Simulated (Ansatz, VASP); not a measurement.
## Si3Mo in VASP and in Ansatz

```
Si Mo
1.0
     4.20665    0.00000    0.00000
     0.00000    4.20665    0.00000
     0.00000    0.00000    3.16054
Si Mo
3 1
Direct
  0.50000 0.50000 0.00000
  0.50000 0.00000 0.50000
  0.00000 0.50000 0.50000
  0.00000 0.00000 0.00000
```

Change from the starting cell: species swapped into the Fe3Co type (P4/mmm, No. 123).

Alike in both runs: functional PBE; k mesh 4 × 4 × 6; occupations gaussian, width 0.1 eV; no spin polarisation.

Ansatz relaxed the structure, and its values are those at the end. VASP's run is a single point on that final structure, the one shown.

```csv
,VASP,Ansatz
version,VASP 6.6.1,Ansatz 0.2.0
potentials or method,"VASP PAW PBE potentials, release 64 (Si, Mo_sv)","scalar-relativistic, plane waves, PAW"
plane-wave cutoff (eV),520,420
valence electrons in the cell,26,26
```

|  | VASP | Ansatz | Ansatz less VASP |
| --- | --- | --- | --- |
| gap on the k mesh at the Fermi level (eV) | none | none | - |
| pressure (GPa) | 0.1 | 0.0 | -0.08 |

A gap of «none» marks a metal or a gap that the smearing closes.

Caveats: the k mesh is coarse (spacing up to 0.37 Å⁻¹), so the values aren't converged.
